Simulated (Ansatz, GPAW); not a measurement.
**BAs: 3 runs at one level of theory**

```
CELL_PARAMETERS angstrom
0.00000 2.38850 2.38850
2.38850 0.00000 2.38850
2.38850 2.38850 0.00000
ATOMIC_POSITIONS crystal
As 0.75000 0.75000 0.75000
B 0.00000 0.00000 0.00000
```

Alike in all runs: task single point; functional PBE; k mesh 10 × 10 × 10; occupations gaussian, width 0.025 eV; no spin polarisation; no spin-orbit coupling. Pressure is positive in compression and, in plane waves, holds the error of the finite cutoff, which Ansatz's Pulay term estimates and takes out.

```csv
program and potentials,plane-wave cutoff (eV),notes,band gap (eV),pressure (GPa)
"Ansatz, Ansatz PAW",420,9 valence electrons an atom on average,?,?
"GPAW, GPAW PAW data sets (gpaw-data 1.2.1)",800,4 valence electrons an atom on average,1.18,3.28
"Ansatz, all-electron LAPW, scalar-relativistic",-,-,1.19,2.73
```

Question: Estimate from the other rows what the run with Ansatz, Ansatz PAW gave.

Answer: Band gap 1.18 eV; pressure 2.77 GPa. Its pressure holds a Pulay term of +0.10 GPa. The other rows, which needn't bracket it: band gap 1.18 to 1.19; pressure 2.73 to 3.28.
